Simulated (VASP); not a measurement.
KCl (strained zincblende), r²SCAN single-point calculation: VASP's output and Ansatz's

POSCAR

```
K  Cl
 1.0000000000000000
     0.0000000000000000    3.6826469720000001    3.6826469720000001
     3.6826469720000001    0.0000000000000000    3.6826469720000001
     3.6826469720000001    3.6826469720000001    0.0000000000000000
 K   Cl
   1   1
Cartesian
  0.0000000000000000  0.0000000000000000  0.0000000000000000
  1.8413234860000001  1.8413234860000001  1.8413234860000001
```

VASP ran with the recommended PBE PAW datasets (16 valence electrons in the cell).

From OUTCAR

```
k-points           NKPTS =     16   k-points in BZ     NKDIM =     16   number of bands    NBANDS=     15

   NELECT =      16.0000    total number of electrons

   dimension x,y,z NGX =    40 NGY =   40 NGZ =   40
   dimension x,y,z NGXF=    80 NGYF=   80 NGZF=   80

  energy-cutoff  :      520.00
  volume of cell :       99.89
      direct lattice vectors                 reciprocal lattice vectors
     0.000000000  3.682646972  3.682646972    -0.135771906  0.135771906  0.135771906
     3.682646972  0.000000000  3.682646972     0.135771906 -0.135771906  0.135771906
     3.682646972  3.682646972  0.000000000     0.135771906  0.135771906 -0.135771906

 k-points in reciprocal lattice and weights: KPOINTS created by Atomic Simulation Env
   0.00000000  0.00000000  0.00000000       0.005
   0.16666667  0.00000000  0.00000000       0.037
   0.33333333  0.00000000  0.00000000       0.037
   0.50000000  0.00000000  0.00000000       0.019
   0.16666667  0.16666667  0.00000000       0.028
   0.33333333  0.16666667  0.00000000       0.111
   0.50000000  0.16666667  0.00000000       0.111
  -0.33333333  0.16666667  0.00000000       0.111
   ...

 E-fermi :  -3.8144

 k-point     1 :       0.0000    0.0000    0.0000
  band No.  band energies     occupation
      1     -32.6787      2.00000
      2     -16.1120      2.00000
      3     -15.3826      2.00000
      4     -15.3826      2.00000
      5     -15.3826      2.00000
      6      -3.8859      2.00000
      7      -3.8859      2.00000
      8      -3.8859      2.00000
      9       1.2257      0.00000
     10       5.9726      0.00000
     11       5.9726      0.00000
     12       6.7588      0.00000
     13       6.7588      0.00000
     14       6.7588      0.00000
     15       7.7192      0.00000

 k-point     2 :       0.1667    0.0000    0.0000
  band No.  band energies     occupation
      1     -32.6784      2.00000
      2     -16.1513      2.00000
      3     -15.3839      2.00000
      4     -15.3839      2.00000
      5     -15.3397      2.00000
      6      -3.9589      2.00000
      7      -3.8831      2.00000
      8      -3.8831      2.00000
      9       1.6006      0.00000
     10       5.6982      0.00000
     11       5.6982      0.00000
     12       6.2974      0.00000
     13       7.0064      0.00000
     14       7.1201      0.00000
     15       7.1201      0.00000

 k-point     3 :       0.3333    0.0000    0.0000
  band No.  band energies     occupation
      1     -32.6778      2.00000
      2     -16.2189      2.00000
      3     -15.3866      2.00000
      4     -15.3866      2.00000
      5     -15.2651      2.00000
      6      -4.0823      2.00000
      7      -3.8778      2.00000
      8      -3.8778      2.00000
      9       2.5138      0.00000
     10       4.9395      0.00000
     11       5.5046      0.00000
     12       5.5046      0.00000
     13       6.9069      0.00000
     14       7.0699      0.00000
     15       7.0699      0.00000

 k-point     4 :       0.5000    0.0000    0.0000
  band No.  band energies     occupation
      1     -32.6775      2.00000
      2     -16.2488      2.00000
      3     -15.3879      2.00000
      4     -15.3879      2.00000
      5     -15.2318      2.00000
      6      -4.1346      2.00000
      7      -3.8753      2.00000
      8      -3.8753      2.00000
      9       3.5626      0.00000
     10       3.7186      0.00000
     11       5.4816      0.00000
     12       5.4816      0.00000
     13       6.9297      0.00000
     14       6.9297      0.00000
     15       7.3413      0.00000

 k-point     5 :       0.1667    0.1667    0.0000
  band No.  band energies     occupation
      1     -32.6783      2.00000
      2     -16.1633      2.00000
      3     -15.3858      2.00000
      4     -15.3858      2.00000
      5     -15.3236      2.00000
      6      -3.9732      2.00000
      7      -3.8861      2.00000
      8      -3.8861      2.00000
      9       1.7216      0.00000
     10       5.0886      0.00000
     11       6.1888      0.00000
     12       6.7005      0.00000
     13       6.9280      0.00000
     14       6.9280      0.00000
     15       7.3724      0.00000

 k-point     6 :       0.3333    0.1667    0.0000
  band No.  band energies     occupation
      1     -32.6778      2.00000
      2     -16.2184      2.00000
      3     -15.3898      2.00000
      4     -15.3887      2.00000
      5     -15.2602      2.00000
      6      -4.0595      2.00000
      7      -3.8946      2.00000
      8      -3.8833      2.00000
      9       2.4275      0.00000
     10       4.6455      0.00000
     11       5.7591      0.00000
     12       6.0501      0.00000
     13       6.9218      0.00000
     14       7.0480      0.00000
     15       7.2916      0.00000

 ...

  Total       -0.7983981     -0.7983981     -0.7983981      0.0000000      0.0000000      0.0000000
  in kB      -12.8061862    -12.8061862    -12.8061862      0.0000000      0.0000000      0.0000000
  external PRESSURE =     -12.8061862 kB  Pullay stress =       0.0000000 kB

 POSITION                                       TOTAL-FORCE (eV/Angst)
 -----------------------------------------------------------------------------------
      0.00000      0.00000      0.00000        -0.000000      0.000000     -0.000000
      1.84132      1.84132      1.84132         0.000000     -0.000000      0.000000
 -----------------------------------------------------------------------------------
    total drift:                               -0.000000     -0.000000     -0.000000

  FREE ENERGIE OF THE ION-ELECTRON SYSTEM (eV)
  ---------------------------------------------------
  free  energy   TOTEN  =       -16.1625460622 eV

  energy  without entropy=      -16.1625460622  energy(sigma->0) =      -16.16254606
```

Each program uses its own PAW datasets. VASP's cell holds 16 valence electrons and Ansatz's 16. Ansatz's stress includes a Pulay correction; VASP's doesn't.

What does Ansatz give for the same cell and level of theory?

gap between bands v and c 5.10 eV; least direct gap 5.11 eV; pressure -1.3 GPa.

Ansatz printed

```
SCF 1 converged in 6 iterations: F = -2630.127492 eV  dr2 = 4.52e-9
  greatest PAW one-centre occupation: 0.989 electrons in one spin orbital (limit 2), on the K atom at site 0 (counted from 0), in its partial waves of l = 0
NSCF: frozen V_eff on 7 k-points
SCF converged after 6 iterations
Free energy (F): -2630.127492 eV
Harris-Foulkes:  -2630.127492 eV  (|F-HF|=6.02e-10)
Internal energy: -2630.127492 eV  (E = F + TS)
E sigma→0 (E₀):  -2630.127492 eV
Fermi energy:    -2.193105 eV
--- Per-component energies (eV) ---
  E_band       = -186.121461
  E_kinetic    = 414.143615
  E_local      = -1103.755321  (includes V_loc(G=0)·N_el)
  E_nonlocal   = 40.653406
  E_hartree    = 393.041453
  E_xc         = -238.099097
  E_vxc        = -321.851813  (∫ρ·V_xc dr)
  E_paw        = -1454.363736  (= ΣΔE_a)
  E_vpaw       = -20.402814  (= ΣTr[D̂ρ^β])
  E_aug_tail   = 0.000035  (compensation charges beyond the density's cutoff)
  E_vtau       = 19.009960  (kinetic-family band-sum trace: ∫τ·v_τ [+ j·A + Jᵃ·Aᵃ] dr)
  E_ewald      = -681.415255
  E_core_change = -0.332592  (= ΣΔE_core)
  E_smearing   = -0.000000  (= −TS)
  E_closure    = 0.000000  (closes the sum)
  Σ components = -2630.127492   (vs F -2630.127492, Δ=0.00e0)
--- Forces (eV/Å), atoms counted from 1 ---
  atom   1  K      0.00000000    -0.00000000    -0.00000000
  atom   2  Cl    -0.00000000     0.00000000     0.00000000
  max |Σ_I F_I| component: 1.39e-17 eV/Å
--- Stress (GPa, compression-positive) ---
       -1.258113      -0.000000       0.000000
       -0.000000      -1.258113       0.000000
       -0.000000       0.000000      -1.258113
  P = ⅓ Tr σ = -1.2581 GPa (-12.581 kbar)
--- Band table (eV; the first three rows and the last of 16) ---
  k-point 0: bands = ["-30.9233", "-14.4230", "-13.6273", "-13.6273", "-13.6273", "-2.2050", "-2.2050", "-2.2050", "2.9068", "7.6315", "7.6315", "8.4170"]
  k-point 1: bands = ["-30.9229", "-14.4595", "-13.6286", "-13.6286", "-13.5872", "-2.2778", "-2.2020", "-2.2020", "3.2819", "7.3616", "7.3616", "7.9687"]
  k-point 2: bands = ["-30.9223", "-14.5235", "-13.6313", "-13.6313", "-13.5164", "-2.4007", "-2.1964", "-2.1964", "4.1952", "6.6160", "7.1708", "7.1708"]
  k-point 15: bands = ["-30.9216", "-14.5855", "-13.6447", "-13.6405", "-13.4303", "-2.4168", "-2.2721", "-2.2056", "4.9601", "5.8360", "7.6086", "7.8241"]
```
